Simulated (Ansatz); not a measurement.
Starting cell, NaBr (rock salt):

```yaml
crystal:
  lattice:
    - [0.00000, 5.94759, 5.94759]
    - [2.97379, 0.00000, 2.97379]
    - [2.97379, 2.97379, 0.00000]
  atoms:
    - { symbol: Br, position: [0.00000, 0.00000, 0.00000] }
    - { symbol: Br, position: [0.50000, 0.00000, 0.00000] }
    - { symbol: Na, position: [0.25000, 0.50000, 0.50000] }
    - { symbol: Na, position: [0.75000, 0.50000, 0.50000] }
```

A phonon eigenvector at L = (0.5, 0.0, 0.0) is frozen into this cell: atom i moves by Q times the vector below, so Q is the largest atomic displacement, in Å. The cell is held. It is one choice among 2 degenerate patterns. (q is in reciprocal vectors of the primitive cell; the cell shown is doubled to hold the pattern.)

```csv
atom,x,y,z
Na3,-0.285,0.520,-0.805
Na4,0.285,-0.520,0.805
```

Atoms not listed stay in place.

Method: r2SCAN (plane waves to 500 eV, PAW, scalar-relativistic; Ansatz, an electronic-structure program). k mesh 5×10×10 (Γ-centred), Fermi-Dirac smearing 0.05 eV. The energy includes the smearing's −TS. NaBr was relaxed with its symmetry unable to fall. The zero of ΔE is the undisplaced structure.

```csv
Q (Å),ΔE (meV/cell)
-0.180,45.9
-0.120,20.2
-0.060,5.0
0.000,0.0
0.060,5.0
0.120,20.2
0.180,45.9
```

### Question
Which DFPT wavenumber at L = (0.5, 0.0, 0.0) belongs to this mode?
A) 74 cm⁻¹
B) 129 cm⁻¹
C) 199 cm⁻¹

### Answer
B, 129 cm⁻¹. The curvature of the scan gives 129 cm⁻¹

(For displaced atoms, the force is minus the slope of the energy, and its curvature is a force constant, which sets phonon frequencies.)
